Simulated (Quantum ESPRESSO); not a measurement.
## CuO under changes of volume

One of the cells (11.053 Å³/atom); the others are scaled copies at fixed shape and fractional positions:

```
Cu O
1.0
     1.99097   -2.15355    0.00000
     1.99097    2.15355    0.00000
     0.00000    0.00000    5.15593
Cu O
2 2
Direct
  0.50000 0.00000 0.00000
  0.00000 0.50000 0.50000
  0.50000 0.50000 0.25000
  0.50000 0.50000 0.75000
```

Measurements of this composition are mostly on another form, of space group No. 15.

```yaml
Program: Quantum ESPRESSO 7.5
Functional: LDA
Potentials_or_basis: GBRV 1.5 LDA
Cutoff: 762 eV
Density_cutoff: 6095 eV
k_mesh: 9 × 9 × 5
Occupations: fermi-dirac, width 0.05 eV
Spin: no spin polarisation
```

| volume (Å³/atom) | energy over the lowest point (meV/atom) | pressure (GPa) |
| --- | --- | --- |
| 10.390 | 0.00 | -1.3 |
| 10.611 | 3.85 | -5.1 |
| 10.832 | 12.66 | -8.5 |
| 11.053 | ? | ? |
| 11.274 | 42.89 | -14.0 |
| 11.496 | 63.38 | -16.3 |
| 11.717 | 86.89 | -18.4 |

What does the run at 11.053 Å³/atom give?

Energy over the lowest point 25.84 meV/atom; pressure -11.5 GPa.

Worked out: A Birch-Murnaghan fit of order 3 (a polynomial in V^(-2/3)) to the other rows has its minimum at 10.34 Å³/atom, just outside them, with B0 = V·E''(V) = 194 GPa and B' = 4.8 at fixed shape and positions, which overstates the stiffness. It gives 25.83 meV/atom at 11.053 Å³/atom, against the run's 25.84, and -dE/dV = -11.0 GPa, against -11.5.

Energies are extrapolated to zero smearing.

Caveats: the run has no spin polarisation, though such a crystal can be magnetic.
